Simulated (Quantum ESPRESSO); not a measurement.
# Ag (Im-3m) in Quantum ESPRESSO: single point with PBEsol

Aim: the single point of Ag with PBEsol.

Everything below comes from runs of Quantum ESPRESSO 7.5. Logs are shortened: lines on timing, memory, paths and dates and some standing lists are left out, and cuts for length are marked.

**1. The crystal as given**

It takes space group Im-3m (No. 229, cubic). The conventional cell has a = 3.311 Å, b = 3.311 Å, c = 3.311 Å, α = 90.00°, β = 90.00°, γ = 90.00°. Around Ag (site symmetry m-3m) lie 8 Ag at 2.87 Å.

This isn't the form of Ag at room conditions, which is fcc.

**2. Single point, PBEsol**

run.py reads:

```python
import numpy as np
from ase.calculators.espresso import Espresso, EspressoProfile
from ase.io import read

atoms = read('POSCAR')

input_data = {
    'control': {'calculation': 'scf', 'prefix': 'pwscf', 'outdir': './tmp', 'tprnfor': True, 'tstress': True, 'disk_io': 'nowf'},
    'system': {'ecutwfc': 56.0, 'ecutrho': 448.0, 'nbnd': 16, 'occupations': 'smearing', 'smearing': 'fd', 'degauss': 0.00367493},
    'electrons': {'conv_thr': 2e-10, 'electron_maxstep': 120, 'mixing_beta': 0.5},
}
pseudopotentials = {'Ag': 'ag_pbesol_v1.4.uspp.F.UPF'}
profile = EspressoProfile(command='mpirun -n 2 pw.x -nk 2', pseudo_dir='pseudo')
dft = Espresso(profile=profile, input_data=input_data, pseudopotentials=pseudopotentials, kpts=(11, 11, 11), koffset=(0, 0, 0))
atoms.calc = dft

print(f'energy {atoms.get_potential_energy():.8f} eV')
print('forces (eV/A)')
print(np.round(atoms.get_forces(), 6))
print('stress (eV/A^3, Voigt)')
print(np.round(atoms.get_stress(), 8))
print(f'Fermi level {dft.get_fermi_level():.4f} eV')
```

POSCAR reads:

```
Ag
1.0
   -1.6556540000      1.6556540000      1.6556540000
    1.6556540000     -1.6556540000      1.6556540000
    1.6556540000      1.6556540000     -1.6556540000
Ag
1
Direct
    0.0000000000      0.0000000000      0.0000000000
```

Potentials or basis: GBRV 1.5 PBEsol.

The run is started by

```sh
$ OMP_NUM_THREADS=1 python run.py
```

Log:

```text
energy -4021.13936065 eV
forces (eV/A)
[[0. 0. 0.]]
stress (eV/A^3, Voigt)
[0.04757434 0.04757434 0.04757434 0.         0.         0.        ]
Fermi level 15.7666 eV
```

espresso.pwi:

```text
&CONTROL
   calculation      = 'scf'
   tstress          = .true.
   tprnfor          = .true.
   outdir           = './tmp'
   prefix           = 'pwscf'
   disk_io          = 'nowf'
   pseudo_dir       = 'pseudo'
/
&SYSTEM
   nbnd             = 16
   ecutwfc          = 56.0
   ecutrho          = 448.0
   occupations      = 'smearing'
   degauss          = 0.00367493
   smearing         = 'fd'
   ntyp             = 1
   nat              = 1
   ibrav            = 0
/
&ELECTRONS
   electron_maxstep = 120
   conv_thr         = 2e-10
   mixing_beta      = 0.5
/
&IONS
/
&CELL
/
&FCP
/
&RISM
/
ATOMIC_SPECIES
Ag 107.8682 ag_pbesol_v1.4.uspp.F.UPF

K_POINTS automatic
11 11 11  0 0 0

CELL_PARAMETERS angstrom
-1.65565400000000 1.65565400000000 1.65565400000000
1.65565400000000 -1.65565400000000 1.65565400000000
1.65565400000000 1.65565400000000 -1.65565400000000

ATOMIC_POSITIONS angstrom
Ag 0.0000000000 0.0000000000 0.0000000000
```

espresso.pwo:

```text
This program is part of the open-source Quantum ESPRESSO suite
     for quantum simulation of materials; please cite
         "P. Giannozzi et al., J. Phys.:Condens. Matter 21 395502 (2009);
         "P. Giannozzi et al., J. Phys.:Condens. Matter 29 465901 (2017);
         "P. Giannozzi et al., J. Chem. Phys. 152 154105 (2020);
     in publications or presentations arising from this work. More details at

Warning: card &CELL ignored
Warning: card &FCP ignored
Warning: card &RISM ignored

     Message from routine setup:
     using ibrav=0 with symmetry is DISCOURAGED, use correct ibrav instead

     K-points division:     npool     =       2
     Subspace diagonalization in iterative solution of the eigenvalue problem:
     a serial algorithm will be used

     G-vector sticks info
     --------------------
     sticks:   dense  smooth     PW     G-vecs:    dense   smooth      PW
     Sum         981     487    165                19477     6963    1289

     Using Slab Decomposition

     bravais-lattice index     =            0
     lattice parameter (alat)  =       5.4191  a.u.
     unit-cell volume          =     122.5083 (a.u.)^3
     number of atoms/cell      =            1
     number of atomic types    =            1
     number of electrons       =        19.00
     number of Kohn-Sham states=           16
     kinetic-energy cutoff     =      56.0000  Ry
     charge density cutoff     =     448.0000  Ry
     scf convergence threshold =      2.0E-10
     mixing beta               =       0.5000
     number of iterations used =            8  plain     mixing
     Exchange-correlation= SLA  PW   PSX  PSC
                           (   1   4  10   8   0   0   0)

     celldm(1)=   5.419124  celldm(2)=   0.000000  celldm(3)=   0.000000
     celldm(4)=   0.000000  celldm(5)=   0.000000  celldm(6)=   0.000000

     crystal axes: (cart. coord. in units of alat)
               a(1) = (  -0.577350   0.577350   0.577350 )
               a(2) = (   0.577350  -0.577350   0.577350 )
               a(3) = (   0.577350   0.577350  -0.577350 )

     reciprocal axes: (cart. coord. in units 2 pi/alat)
               b(1) = ( -0.000000  0.866025  0.866025 )
               b(2) = (  0.866025 -0.000000  0.866025 )
               b(3) = (  0.866025  0.866025  0.000000 )

     PseudoPot. # 1 for Ag read from file:
     ag_pbesol_v1.4.uspp.F.UPF
     Pseudo is Ultrasoft + core correction, Zval = 19.0
     Generated by new atomic code, or converted to UPF format
     Using radial grid of  887 points,  6 beta functions with:
                l(1) =   0
                l(2) =   0
                l(3) =   1
                l(4) =   1
                l(5) =   2
                l(6) =   2
     Q(r) pseudized with  6 coefficients,  rinner =    1.300   1.300   1.300
                                                       1.300   1.300

     atomic species   valence    mass     pseudopotential
     Ag               19.00   107.86820     Ag( 1.00)

     48 Sym. Ops., with inversion, found

   Cartesian axes

     site n.     atom                  positions (alat units)
         1        Ag     tau(   1) = (   0.0000000   0.0000000   0.0000000  )

     number of k points=    56  Fermi-Dirac smearing, width (Ry)=  0.0037
                       cart. coord. in units 2pi/alat
        k(    1) = (   0.0000000   0.0000000   0.0000000), wk =   0.0015026
        k(    2) = (   0.0787296   0.0787296   0.0000000), wk =   0.0180316
        k(    3) = (   0.1574592   0.1574592   0.0000000), wk =   0.0180316
        k(    4) = (   0.2361887   0.2361887   0.0000000), wk =   0.0180316
        k(    5) = (   0.3149183   0.3149183   0.0000000), wk =   0.0180316
        k(    6) = (   0.3936479   0.3936479   0.0000000), wk =   0.0180316
[... 48 lines left out ...]
        k(   55) = (  -0.7872958  -0.0787296  -0.0787296), wk =   0.0120210
        k(   56) = (  -0.0000000  -0.0000000   0.7872958), wk =   0.0090158

     Dense  grid:    19477 G-vectors     FFT dimensions: (  40,  40,  40)

     Smooth grid:     6963 G-vectors     FFT dimensions: (  25,  25,  25)

     Initial potential from superposition of free atoms

     starting charge      18.5000, renormalised to      19.0000
     Starting wfcs are   13 randomized atomic wfcs +    3 random wfcs

     Self-consistent Calculation

     iteration #  1     ecut=    56.00 Ry     beta= 0.50
     Davidson diagonalization with overlap
     ethr =  1.00E-02,  avg # of iterations =  4.7

     total energy              =    -295.08446200 Ry
     estimated scf accuracy    <       1.27978833 Ry

     iteration #  2     ecut=    56.00 Ry     beta= 0.50
     Davidson diagonalization with overlap
     ethr =  6.74E-03,  avg # of iterations =  2.0

     total energy              =    -295.49864056 Ry
     estimated scf accuracy    <       0.29023719 Ry

     iteration #  3     ecut=    56.00 Ry     beta= 0.50
     Davidson diagonalization with overlap
     ethr =  1.53E-03,  avg # of iterations =  2.0

     total energy              =    -295.54762253 Ry
     estimated scf accuracy    <       0.00180800 Ry

     iteration #  4     ecut=    56.00 Ry     beta= 0.50
     Davidson diagonalization with overlap
     ethr =  9.52E-06,  avg # of iterations =  2.7

     total energy              =    -295.54824248 Ry
     estimated scf accuracy    <       0.00029930 Ry

     iteration #  5     ecut=    56.00 Ry     beta= 0.50
     Davidson diagonalization with overlap
     ethr =  1.58E-06,  avg # of iterations =  2.4

     total energy              =    -295.54831489 Ry
     estimated scf accuracy    <       0.00001359 Ry

     iteration #  6     ecut=    56.00 Ry     beta= 0.50
     Davidson diagonalization with overlap
     ethr =  7.15E-08,  avg # of iterations =  1.9

     total energy              =    -295.54831760 Ry
     estimated scf accuracy    <       0.00000004 Ry

     iteration #  7     ecut=    56.00 Ry     beta= 0.50
     Davidson diagonalization with overlap
     ethr =  1.85E-10,  avg # of iterations =  2.0

     total energy              =    -295.54831761 Ry
     estimated scf accuracy    <          6.7E-09 Ry

     iteration #  8     ecut=    56.00 Ry     beta= 0.50
     Davidson diagonalization with overlap
     ethr =  3.51E-11,  avg # of iterations =  2.0

     End of self-consistent calculation

          k = 0.0000 0.0000 0.0000 (   887 PWs)   bands (ev):

   -75.9149 -39.3390 -39.3390 -39.3390   8.4128  11.1629  11.1629  11.1629
    12.3853  12.3853  33.8039  33.8039  33.8039  38.9294  38.9295  39.3276

          k = 0.0787 0.0787 0.0000 (   893 PWs)   bands (ev):

   -75.9137 -39.3497 -39.3430 -39.3389   8.6706  11.1026  11.1737  11.3056
    12.3229  12.3899  32.8931  33.6154  33.9222  36.9660  37.1133  37.4104

          k = 0.1575 0.1575 0.0000 (   887 PWs)   bands (ev):

   -75.9107 -39.3781 -39.3534 -39.3385   9.3496  10.9444  11.2492  11.7067
    12.2189  12.4054  30.0336  32.4827  34.2134  34.9840  35.8762  37.0345

          k = 0.2362 0.2362 0.0000 (   874 PWs)   bands (ev):

   -75.9067 -39.4153 -39.3670 -39.3380   9.9183  10.7443  11.8497  12.2039
    12.2786  12.4332  26.4390  30.9391  32.6952  34.5405  35.6945  38.4691

          k = 0.3149 0.3149 0.0000 (   870 PWs)   bands (ev):

   -75.9031 -39.4493 -39.3795 -39.3376   9.9212  10.5669  12.2628  12.4664
    12.8637  13.4481  22.9643  29.7334  30.8990  34.7922  35.8340  40.6935

          k = 0.3936 0.3936 0.0000 (   858 PWs)   bands (ev):

   -75.9009 -39.4693 -39.3869 -39.3373   9.8130  10.4642  12.3208  12.4899
    13.2461  15.3652  20.1548  29.0921  29.8939  34.9223  36.0156  40.3260

          k = 0.1575 0.0787 0.0787 (   883 PWs)   bands (ev):

   -75.9117 -39.3695 -39.3469 -39.3415   9.1503  11.0449  11.1078  11.6243
    12.2237  12.4167  31.5314  32.0771  34.2782  34.6033  36.6803  37.7597

          k = 0.2362 0.1575 0.0787 (   875 PWs)   bands (ev):

   -75.9082 -39.4009 -39.3592 -39.3422   9.8650  10.8788  11.1979  12.1474
    12.2248  12.4928  28.3795  30.4090  32.6070  34.6663  37.3521  37.7230

          k = 0.3149 0.2362 0.0787 (   872 PWs)   bands (ev):

   -75.9043 -39.4342 -39.3743 -39.3420  10.0951  10.6835  11.8594  12.1979
    12.5090  13.3171  24.7829  29.1329  30.9536  34.9853  37.4716  38.6737
[... 206 lines left out ...]
          k = 0.0787-0.0787 0.6298 (   865 PWs)   bands (ev):

   -75.8937 -39.4444 -39.4252 -39.4038  10.3536  10.4647  11.8839  12.4213
    12.9334  18.2102  23.4069  23.6791  29.7452  30.0255  34.6889  40.8692

          k =-0.7873-0.1575-0.1575 (   860 PWs)   bands (ev):

   -75.8928 -39.4480 -39.4323 -39.4037  10.2720  10.3857  11.8677  12.6095
    13.0451  20.5185  20.8881  23.1568  29.7712  31.5793  32.5160  40.6998

          k =-0.0000-0.0000 0.6298 (   868 PWs)   bands (ev):

   -75.8932 -39.4329 -39.4232 -39.4232  10.2755  10.3708  12.3879  12.3879
    12.7251  17.8466  24.5558  24.5558  28.1829  29.0006  34.5112  42.4460

          k =-0.0000-0.0787 0.7086 (   861 PWs)   bands (ev):

   -75.8913 -39.4447 -39.4311 -39.4239  10.0978  10.1702  12.4876  12.6353
    13.0537  19.9567  22.4363  23.6700  28.4698  29.6741  31.8279  42.3453

          k =-0.7873-0.0787-0.0787 (   862 PWs)   bands (ev):

   -75.8904 -39.4416 -39.4416 -39.4263  10.0306  10.0306  12.5655  12.9984
    12.9984  21.9721  22.0318  22.0318  29.4352  29.6264  29.6264  42.4765

          k =-0.0000-0.0000 0.7873 (   856 PWs)   bands (ev):

   -75.8896 -39.4406 -39.4392 -39.4392   9.9105   9.9288  12.9805  12.9805
    13.0358  21.5662  22.7472  22.7472  28.0341  28.7781  29.5299  42.8789

     the Fermi energy is    15.7666 ev

!    total energy              =    -295.54831761 Ry
     estimated scf accuracy    <          2.7E-11 Ry
     smearing contrib. (-TS)   =      -0.00025751 Ry
     internal energy E=F+TS    =    -295.54806011 Ry

     The total energy is F=E-TS. E is the sum of the following terms:
     one-electron contribution =    -131.26025676 Ry
     hartree contribution      =      74.33393075 Ry
     xc contribution           =     -28.67038381 Ry
     ewald contribution        =    -209.95135028 Ry

     convergence has been achieved in   8 iterations

     Forces acting on atoms (cartesian axes, Ry/au):

     atom    1 type  1   force =     0.00000000    0.00000000    0.00000000

     Total force =     0.000000     Total SCF correction =     0.000000

     Computing stress (Cartesian axis) and pressure

          total   stress  (Ry/bohr**3)                   (kbar)     P=      -76.22
  -0.00051815  -0.00000000  -0.00000000          -76.22       -0.00       -0.00
  -0.00000000  -0.00051815  -0.00000000           -0.00      -76.22       -0.00
  -0.00000000  -0.00000000  -0.00051815           -0.00       -0.00      -76.22

=------------------------------------------------------------------------------=
   JOB DONE.
=------------------------------------------------------------------------------=
```

It took 4.8 s on 2 MPI ranks of Arm Neoverse V2, shared host; peak memory 0.16 GiB.

Results:

```yaml
Free_energy: -4021.1397 eV
Pressure: -7.6 GPa
Band_gap_on_the_k_mesh: none (metal or under the smearing width)
```

**3. For comparison**

An earlier run on the cell as given: functional PBEsol; potentials or basis GBRV 1.5 PBEsol; cutoff 762 eV; density cutoff 6095 eV; k mesh 11 × 11 × 11; occupations fermi-dirac, width 0.05 eV; no spin polarisation.

- Pressure: -7.6 GPa
- Band gap on the k mesh: none (metal or under the smearing width)
